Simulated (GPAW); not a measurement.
Runs of GPAW 26.7.0 on AlN. Symmetry: F-43m, No. 216, cubic system. Conventional cell: a = 4.368 Å, b = 4.368 Å, c = 4.368 Å, α = 90.00°, β = 90.00°, γ = 90.00°. Al (site symmetry -43m) has 4 N at 1.89 Å as nearest neighbours. N (site symmetry -43m) has 4 Al at 1.89 Å as nearest neighbours. Measurements of this composition are mostly on another form, of space group No. 186.

| task | level | potentials or basis | cutoff (eV) | band path | band points | gap on the mesh (eV) | pressure (GPa) | V0 of scaled cells (Å³/atom) | B0 (GPa) |
| --- | --- | --- | --- | --- | --- | --- | --- | --- | --- |
| equation of state | PBE | GPAW PAW data sets (gpaw-data 1.2.1), pw | 800 | - | - | - | - | 10.75 | 192 |
| equation of state | PBE+D3(BJ) | GPAW PAW data sets (gpaw-data 1.2.1), pw | 800 | - | - | - | - | 10.53 | 201 |
| band structure | vdW-DF | GPAW PAW data sets (gpaw-data 1.2.1), pw | 800 | GXWKGLUWLK,UX | 80 | 3.65 | - | - | - |
| equation of state | RPBE+D4 | the program's PAW data sets (release 1.2.1) made for this functional, pw | 800 | - | - | - | - | 10.37 | 202 |
| band structure | PBEsol | PAW data sets generated in the run's folder for this functional, pw | 800 | GXWKGLUWLK,UX | 60 | (c) | 2.2 | - | - |
| equation of state | RPBE | the program's PAW data sets (release 1.2.1) made for this functional, pw | 800 | - | - | - | - | (b) | (d) |
| equation of state | PBE | SG15 ONCV 1.2, pw | 1100 | - | - | - | - | 10.64 | 194 |
| band structure | M06-L | GPAW PAW data sets (gpaw-data 1.2.1), pw | 800 | GXWKGLUWLK,UX | 100 | 3.34 | (a) | - | - |

Alike in all rows: no spin polarisation; cell as given; k mesh 10 × 10 × 10; smearing fermi-dirac 0.05 eV.

Q: Fill in the values left out.

A: (a) -3.6; (b) 10.95; (c) 3.18; (d) 184.

Caveats: the PAW data sets were made with another functional, which shifts forces and pressure a little (some runs).

A k mesh can miss the band edges.

Not every run made on this cell is shown here.
